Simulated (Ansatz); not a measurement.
# Si2Mo (P6_222) in Ansatz: relaxation of cell and atoms with PBEsol+D4

Aim: the relaxation of cell and atoms of Si2Mo with PBEsol+D4.

Program: Ansatz 0.2.0. These are calculated values, not measurements. Logs are shortened: lines on timing, memory, paths and dates and some standing lists are left out, and cuts for length are marked.

## 1. Starting point

It takes space group P6_222 (No. 180, hexagonal). Conventional cell: a = 4.585 Å, b = 4.585 Å, c = 6.580 Å, α = 90.00°, β = 90.00°, γ = 120.00°. Mo (site symmetry 222) is surrounded by 10 Si at 2.57 to 2.67 Å. Si (site symmetry 2) is surrounded by 5 Si at 2.55 to 2.67 Å and 5 Mo at 2.57 to 2.67 Å.

Measurements of this composition are mostly on another form, of space group No. 139.

## 2. Relaxation of cell and atoms, PBEsol+D4

input.yaml reads:

```yaml
crystal:
  lattice:
    - [4.5854715599, 0.0, 0.0]
    - [-2.29273578, 3.9711348592, 0.0]
    - [0.0, 0.0, 6.5797601]
  atoms:
    - { symbol: Mo, position: [0.5, 0.5, 0.8333333333] }
    - { symbol: Mo, position: [0.0, 0.5, 0.1666666667] }
    - { symbol: Mo, position: [0.5, 0.0, 0.5] }
    - { symbol: Si, position: [0.16387298, 0.32774596, 0.5] }
    - { symbol: Si, position: [0.67225404, 0.83612702, 0.1666666667] }
    - { symbol: Si, position: [0.83612702, 0.16387298, 0.8333333333] }
    - { symbol: Si, position: [0.83612702, 0.67225404, 0.5] }
    - { symbol: Si, position: [0.32774596, 0.16387298, 0.1666666667] }
    - { symbol: Si, position: [0.16387298, 0.83612702, 0.8333333333] }
hamiltonian:
  xc: pbesol
  pseudopotentials: { kind: paw }
  dispersion: d4
kpoints:
  mp_grid: { grid: [7, 7, 4] }
scf:
  occupations: { method: fermi_dirac, width: 0.05 }
output:
  forces: true
  stress: true
  eigenvalues: true
relax:
  f_tol: 0.01
  max_steps: 40
  cell: { stress_tol: 0.05 }
```

Potentials or basis: Ansatz PAW.

Run with:

```
$ ansatz run input.yaml --threads 4 --pin off --max-ram 11264MiB --backend cpu --events-out ev --progress --plain --runs-dir out
```

The log of the run:

```text
Warning: RAYON_NUM_THREADS=4 ignored (pool sized by the plan → 4); use --threads N
Engine: ansatz 0.2.0, aarch64-unknown-linux-gnu
Pseudopotentials: kind: paw
Pseudopotential: Mo, paw, valence charge 14, recommended cutoff 420 eV (normal), Mo.paw.azcp
Pseudopotential: Si, paw, valence charge 4, recommended cutoff 420 eV (normal), Si.paw.azcp
Functional definition: PBEsol
  exchange = pbesol_x
  correlation = pbesol_c
Crystal: 9 atoms, lattice volume = 119.814 Å³
Basis set: ecut = 420 eV, 2331 PW (Γ), exchange–correlation on 64×64×90 points (8 copies of the dense FFT grid, shifted against one another)
Bands: 42, of which v1, the nominal top of the filled ones, is band 33 counted from 1 (32 counted from 0)
Symmetry: 12 space group operations
Space group: P6222 (ITA 180), of the structure as read, at distance tolerance 4.9e-5 Å
k-points: 24 of 196 (time reversal used)
Non-local potential: Mo, projectors of the file, l = 0: 3, l = 1: 2, l = 2: 2, l = 3: 1
Non-local potential: Si, projectors of the file, l = 0: 2, l = 1: 2, l = 2: 2
PAW form: soft (Blöchl's): semilocal exchange-correlation on the pseudo side does not see the compensation charge
PAW frozen core: Mo, regenerated for the run's functional, and the local potential with it (the file was generated under x = pbe(κ = 0.804, μ = 0.2195149727645171), c = pbe(β = 0.06672455060314922))
PAW frozen core: Si, regenerated for the run's functional, and the local potential with it (the file was generated under x = pbe(κ = 0.804, μ = 0.2195149727645171), c = pbe(β = 0.06672455060314922))
PAW one-centre angular grid: Mo, 590 points (default); XC on 64 Gauss nodes
PAW one-centre angular grid: Si, 110 points (default); XC on 64 Gauss nodes
Initial density: superposition of atomic densities (neutral atoms: chi_scale 0, normalization atom), corrected by the library's trained network
Initial wavefunctions: pseudopotential atomic-orbital guess
Functional: x = pbesol(κ = 0.804, μ = 0.12345679012345678), c = pbesol(β = 0.046)
SCF iter   1: F=—  HF=-18429.454361 eV  |F-HF|=—  |Δ(HF+E_count)|=         —  Δρ=6.61e-3  dr2=4.47e-2  ethr=1.77e-3  ⟨swp⟩=7.6  Hψ=4431  notcnv=0
preconditioner: auto → Resta (q_TF=auto, 2.470 Å⁻¹)  ε∞=10.3  [insulator: Δε(μ)=0.274 eV  Ē_g=7.218 eV  σ=0.050 eV  W_gap=0.88  n_scr=22 (ndim 8)  ℏωp=22.0 eV  f_vac=0.000  D(μ)=0.15/eV (n_scr^D=0)  ε∞_Penn≈10.3]
SCF iter   2: F=—  HF=-18429.450645 eV  |F-HF|=—  |Δ(HF+E_count)|=   3.72e-3  Δρ=3.44e-3  dr2=8.67e-3  ethr=6.77e-5  ⟨swp⟩=1.3  Hψ=1215  notcnv=0
SCF iter   3: F=—  HF=-18429.449601 eV  |F-HF|=—  |Δ(HF+E_count)|=   1.04e-3  Δρ=5.27e-4  dr2=2.88e-4  ethr=1.31e-5  ⟨swp⟩=2.6  Hψ=1404  notcnv=0
[... 70 lines left out ...]
  E_band       = -106.419787
  E_kinetic    = 1603.452489
  E_local      = -3382.839575  (includes V_loc(G=0)·N_el)
  E_nonlocal   = 586.214865
  E_hartree    = 1264.301318
  E_xc         = -893.284022
  E_vxc        = -990.194631  (∫ρ·V_xc dr)
  E_paw        = -12426.028762  (= ΣΔE_a)
  E_vpaw       = -451.655649  (= ΣTr[D̂ρ^β])
  E_aug_tail   = 0.000082  (compensation charges beyond the density's cutoff)
  E_ewald      = -5179.159903
  E_disp       = -2.965979  (pairwise vdW)
  E_core_change = 0.817262  (= ΣΔE_core)
  E_smearing   = -0.001788  (= −TS)
  E_closure    = 0.000000  (closes the sum)
  Σ components = -18429.494012   (vs F -18429.494012, Δ=0.00e0)
--- Forces (eV/Å), atoms counted from 1 ---
  atom   1  Mo    -0.00000000    -0.00000000     0.00000000
  atom   2  Mo     0.00000000     0.00000000    -0.00000000
  atom   3  Mo    -0.00000000    -0.00000000     0.00000000
  atom   4  Si     0.00000000    -0.00152297    -0.00000000
  atom   5  Si     0.00131893     0.00076148    -0.00000000
  atom   6  Si     0.00131893    -0.00076148     0.00000000
  atom   7  Si    -0.00000000     0.00152297     0.00000000
  atom   8  Si    -0.00131893    -0.00076148     0.00000000
  atom   9  Si    -0.00131893     0.00076148    -0.00000000
  max |Σ_I F_I| component: 7.50e-17 eV/Å
--- Stress (GPa, compression-positive) ---
       -0.011175       0.000000       0.000000
        0.000000      -0.011175       0.000000
        0.000000       0.000000      -0.007858
  P = ⅓ Tr σ = -0.0101 GPa (-0.101 kbar)
--- Band table (eV; the first three rows and the last of 24) ---
  k-point 0: bands = ["-44.0207", "-43.9866", "-43.9866", "-18.3144", "-18.3115", "-18.3115", "-18.2972", "-18.2972", "-18.2013", "-18.1409", "-18.1409", "-18.1214", "2.7619", "5.8900", "5.8900", "9.5249", "10.2598", "10.2598", "10.9149", "10.9149", "11.6956", "11.9405", "11.9405", "12.2858", "13.2219", "13.2219", "13.6698", "13.6698", "13.9297", "13.9297", "14.2464", "14.8711", "16.1359", "19.0642", "19.4404", "19.4404", "19.5647", "19.6251", "19.7963", "19.7963", "20.1049", "20.1049"]
  k-point 1: bands = ["-44.0177", "-43.9979", "-43.9784", "-18.3533", "-18.3089", "-18.3052", "-18.2851", "-18.2516", "-18.2038", "-18.1797", "-18.1397", "-18.1094", "2.9960", "4.6862", "7.0767", "9.7101", "10.1395", "10.3328", "10.5375", "11.1816", "11.4174", "11.5359", "11.7371", "11.7891", "13.3848", "13.4101", "13.5713", "13.8398", "14.1320", "14.5286", "14.5821", "14.9374", "16.5450", "19.0517", "19.2127", "19.3753", "19.5016", "19.5770", "19.6070", "19.6270", "19.9299", "19.9655"]
  k-point 2: bands = ["-44.0093", "-44.0093", "-43.9754", "-18.3681", "-18.3133", "-18.2873", "-18.2873", "-18.2032", "-18.2032", "-18.1883", "-18.1883", "-18.0975", "3.6683", "3.6683", "7.8066", "9.5195", "10.1356", "10.1356", "10.4019", "11.1289", "11.1289", "11.7434", "11.7434", "11.7997", "13.3164", "13.3268", "13.3377", "13.3377", "14.6572", "14.6572", "14.9185", "16.2395", "16.2395", "18.9472", "19.3669", "19.4051", "19.4051", "19.6182", "19.6275", "19.6275", "19.8071", "19.8071"]
  k-point 23: bands = ["-44.0087", "-43.9953", "-43.9891", "-18.3653", "-18.3507", "-18.3449", "-18.2662", "-18.2473", "-18.2297", "-18.1414", "-18.1372", "-18.0959", "5.5566", "5.6543", "6.2959", "7.1964", "7.4984", "8.7241", "10.6481", "10.8175", "11.4067", "12.1295", "13.0180", "13.0706", "13.4898", "13.4963", "13.7008", "13.8317", "14.7144", "15.1063", "15.3297", "15.6686", "16.4589", "17.6175", "18.0532", "18.2226", "18.7836", "18.9017", "19.0324", "19.1688", "19.6744", "20.3465"]
--- Relaxed structure (4 steps of the walk, 4 accepted, 1 SCFs on fresh bases) ---
  F+E_penalty+E_count = -18429.49401233 eV   max|allowed force component| = 1.523e-3 eV/Å   (the final SCF, on the basis selected at the relaxed cell)
  cell:  # Å, volume = 117.0823 Å³
    - [4.548345054137782, 2.8633884605490617e-11, 2.3885096116679736e-34]
    - [-2.2741725270936883, 3.9389823620463105, -2.2464074293372788e-35]
    - [7.2830280542514745e-34, -2.249170428518838e-34, 6.535122513443381]
  atoms:
    - { symbol: Mo, position: [0.49999999999999994, 0.4999999999999999, 0.8333333333333334] }
    - { symbol: Mo, position: [-2.1929107659381423e-35, 0.49999999999999994, 0.16666666666666666] }
    - { symbol: Mo, position: [0.5, 2.1993337024398133e-20, 0.5] }
    - { symbol: Si, position: [0.16415381169689763, 0.32830762339379527, 0.5] }
    - { symbol: Si, position: [0.6716923766062046, 0.8358461883031023, 0.16666666666666666] }
    - { symbol: Si, position: [0.8358461883031023, 0.16415381169689763, 0.8333333333333334] }
    - { symbol: Si, position: [0.8358461883031023, 0.6716923766062048, 0.5] }
    - { symbol: Si, position: [0.32830762339379527, 0.1641538116968976, 0.16666666666666666] }
    - { symbol: Si, position: [0.16415381169689758, 0.8358461883031022, 0.8333333333333334] }
```

Wall time 20 s (4 threads of Arm Neoverse V1, shared host); peak memory 0.47 GiB.

Results:

```yaml
Free_energy: -18429.4940 eV
Relaxed_volume: 13.01 Å³/atom
Relaxed_cell: a = 4.548 Å, b = 4.548 Å, c = 6.535 Å, α = 90.00°, β = 90.00°, γ = 120.00°
Space_group_after_relaxing_to_0.05_Å: P6_222 (No. 180)
Energy_gained_by_relaxing: 4.9 meV/atom
Ionic_steps: 5
Pressure_after_relaxing: 0.0 GPa
Band_gap_on_the_k_mesh: 0.26 eV, indirect (least direct gap 0.65 eV)
```

The path:
```csv
step,energy change (eV),largest force (eV/Å),volume (Å³)
1,0.0000,0.0428,119.81
2,-0.0410,0.0426,116.28
3,-0.0451,0.0047,117.12
4,-0.0451,0.0015,117.08
5,-0.0445,0.0015,117.08
```

Final structure:
```cif
data_structure
_symmetry_space_group_name_H-M 'P 1'
_symmetry_Int_Tables_number 1
_cell_length_a 4.5483
_cell_length_b 4.5483
_cell_length_c 6.5351
_cell_angle_alpha 90.000
_cell_angle_beta 90.000
_cell_angle_gamma 120.000
_cell_volume 117.08
loop_
_atom_site_label
_atom_site_type_symbol
_atom_site_fract_x
_atom_site_fract_y
_atom_site_fract_z
_atom_site_occupancy
Mo1 Mo 0.50000 0.50000 0.83333 1
Mo2 Mo 0.00000 0.50000 0.16667 1
Mo3 Mo 0.50000 0.00000 0.50000 1
Si1 Si 0.16415 0.32831 0.50000 1
Si2 Si 0.67169 0.83585 0.16667 1
Si3 Si 0.83585 0.16415 0.83333 1
Si4 Si 0.83585 0.67169 0.50000 1
Si5 Si 0.32831 0.16415 0.16667 1
Si6 Si 0.16415 0.83585 0.83333 1
```

Levels at points of the mesh, in eV from the valence-band top:
```tsv
k point	band 29	band 30	band 31	band 32	band 33	band 34	band 35	band 36	band 37	band 38
(0.00, 0.00, 0.00)	-2.97	-2.97	-2.66	-2.03	-0.77	2.16	2.54	2.54	2.66	2.72
(0.00, 0.00, -0.50)	-2.25	-2.25	-1.99	-0.66	-0.66	2.04	2.46	2.50	2.50	2.71
```

Caveat: odd divisions of the mesh miss points on the zone boundary, where band edges often lie, so the gap on the mesh can be too wide; the plane-wave basis is chosen anew once the cell has moved, so the energies of steps on either side of that aren't comparable; the PAW data sets come from PBE, with cores solved anew for the run's functional, which leaves a small shift of forces and pressure.
